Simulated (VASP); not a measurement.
# Ru: convergence, band structure

Ru, P6_3/mmc (no. 194), 2 atoms in the cell. PBE; PAW potentials Ru_pv (PBE set). VASP 6.6.1.

Wanted: band energies at the path's corners within 0.02 eV.

What the run is for: bands; Accuracy asked: standard; Route: KPOINTS_OPT.

Band energies at the path's corners: counted from the Fermi level of the mesh, whose own shifts they hold.

POSCAR:
```
Ru
1.0
    2.7058000000      0.0000000000      0.0000000000
   -1.3529000000      2.3432915376      0.0000000000
    0.0000000000      0.0000000000      4.2819000000
Ru
2
Direct
    0.6666666667      0.3333333333      0.7500000000
    0.3333333333      0.6666666667      0.2500000000
```

The series start from Plane-wave cutoff (eV): 280; Smearing width (eV): 0.1; k-point mesh: 13 × 13 × 7; Electronic threshold (eV): 1e-6; Precision mode (PREC): Accurate; Bands in all (NBANDS): 29; Aspherical gradient terms in the spheres (LASPH): yes; Highest l that the mixer handles (LMAXMIX): 4. Each series keeps the choices made before it, and each single choice may use up half of a tolerance.

## Plane-wave cutoff (eV)

| Plane-wave cutoff (eV) | Band energies at the path's corners, largest deviation (eV) | Time (s) |
|---|---|---|
| 190 | 0.126 | 14 |
| 240 | 0.005 | 16 |
| 280 | 0.006 | 18 |
| 310 | 0.004 | 20 |
| 380 | 0.001 | 36 |
| 480 (reference) | 0.000 | 49 |

Chosen: 240, the loosest value from which every tighter one stays within half of the tolerance.

## Smearing width (eV)

| Smearing width (eV) | Band energies at the path's corners, largest deviation (eV) | Time (s) |
|---|---|---|
| 0.4 | 0.039 | 19 |
| 0.3 | 0.029 | 19 |
| 0.2 | 0.014 | 16 |
| 0.15 | 0.004 | 16 |
| 0.1 | 0.009 | 16 |
| 0.05 (reference) | 0.000 | 16 |

Chosen: 0.15.

## k-point mesh

| k-point mesh | Band energies at the path's corners, largest deviation (eV) | Time (s) |
|---|---|---|
| 5 × 5 × 3 | 0.075 | 8.8 |
| 6 × 6 × 4 | 0.258 | 9.8 |
| 8 × 8 × 5 | 0.010 | 11 |
| 10 × 10 × 6 | 0.041 | 13 |
| 13 × 13 × 7 | 0.079 | 16 |
| 15 × 15 × 9 | 0.015 | 21 |
| 18 × 18 × 10 (reference) | 0.000 | 29 |

Chosen: 18 × 18 × 10; the next looser run is off by more than half of the tolerance, so convergence isn't shown beyond this value.

## Electronic threshold (eV)

| Electronic threshold (eV) | Band energies at the path's corners, largest deviation (eV) | Time (s) |
|---|---|---|
| 0.001 | 0.001 | 23 |
| 0.0001 | 0.001 | 25 |
| 1e-5 | 0.000 | 28 |
| 1e-6 | 0.000 | 29 |
| 1e-7 (reference) | 0.000 | 34 |

Chosen: 0.001.

## Precision mode (PREC)

| Precision mode (PREC) | Band energies at the path's corners, largest deviation (eV) | Time (s) |
|---|---|---|
| SingleN | 0.016 | 16 |
| Normal | 0.001 | 18 |
| Accurate (reference) | 0.000 | 23 |

Chosen: Normal.

## Bands in all (NBANDS)

| Bands in all (NBANDS) | Band energies at the path's corners, largest deviation (eV) | Time (s) |
|---|---|---|
| 19 | 0.001 | 12 |
| 20 | 0.003 | 11 |
| 21 | 0.003 | 12 |
| 23 | 0.001 | 13 |
| 29 | 0.000 | 18 |
| 39 (reference) | 0.000 | 22 |

Chosen: 19.

## Aspherical gradient terms in the spheres (LASPH)

| Aspherical gradient terms in the spheres (LASPH) | Band energies at the path's corners, largest deviation (eV) | Time (s) |
|---|---|---|
| no | 0.001 | 9.8 |
| yes (reference) | 0.000 | 12 |

Chosen: no.

## Highest l that the mixer handles (LMAXMIX)

| Highest l that the mixer handles (LMAXMIX) | Band energies at the path's corners, largest deviation (eV) | Time (s) |
|---|---|---|
| 2 | 0.000 | 10 |
| 4 | 0.000 | 9.8 |
| 6 (reference) | 0.000 | 10 |

Chosen: 2.

## All choices together

| Input | Band energies at the path's corners, largest deviation (eV) | Time (s) |
|---|---|---|
| the program's defaults (naive) | 0.062 | 5.1 |
| chosen settings | 0.010 | 10 |
| reference settings throughout | 0.000 | 112 |

The chosen settings stay within the tolerance of the reference run, but the reference itself isn't shown to be converged in: k-point mesh.

## The input

INCAR:
```
ALGO     = Normal         # electronic algorithm
EDIFF    = 0.001          # SCF threshold, eV
ENCUT    = 240            # plane-wave cutoff, eV
GGA      = PE             # functional
GGA_COMPAT= F            
ISMEAR   = 1              # smearing method
LASPH    = F              # aspherical terms in the spheres
LCHARG   = F              # write CHGCAR
LMAXMIX  = 2              # l up to which the mixer works
LREAL    = F              # projectors in reciprocal space
LWAVE    = F              # write WAVECAR
NBANDS   = 19             # bands
NELM     = 120            # most SCF steps
PREC     = Normal         # precision mode
SIGMA    = 0.15           # smearing width, eV
```

KPOINTS:
```
Automatic mesh
0
Gamma
  18 18 10
  0 0 0
```

KPOINTS_OPT:
```
path GMKGALHA,LM,KH
12
line-mode
reciprocal
 0.0000000000  0.0000000000  0.0000000000  G
 0.5000000000  0.0000000000  0.0000000000  M

 0.5000000000  0.0000000000  0.0000000000  M
 0.3333333333  0.3333333333  0.0000000000  K

 0.3333333333  0.3333333333  0.0000000000  K
 0.0000000000  0.0000000000  0.0000000000  G

 0.0000000000  0.0000000000  0.0000000000  G
 0.0000000000  0.0000000000  0.5000000000  A

 0.0000000000  0.0000000000  0.5000000000  A
 0.5000000000  0.0000000000  0.5000000000  L

 0.5000000000  0.0000000000  0.5000000000  L
 0.3333333333  0.3333333333  0.5000000000  H

 0.3333333333  0.3333333333  0.5000000000  H
 0.0000000000  0.0000000000  0.5000000000  A

 0.5000000000  0.0000000000  0.5000000000  L
 0.5000000000  0.0000000000  0.0000000000  M

 0.3333333333  0.3333333333  0.0000000000  K
 0.3333333333  0.3333333333  0.5000000000  H
```

Commands:
```
cat potpaw_PBE.64/Ru_pv/POTCAR > POTCAR
mpirun -np 1 vasp_std > vasp.out
```

The chosen input took VASP 6.6.1 10 s on 1 core (Intel Xeon Platinum 8488C (Sapphire Rapids)), a shared host.

## An input that fails: fixed density asked without a density file

VASP's message: ERROR: charge density could not be read from file CHGCAR for ICHARG>10.

Changes against the starting input:
```
- NELM = 120
+ NELM = 59
+ ICHARG = 11
```
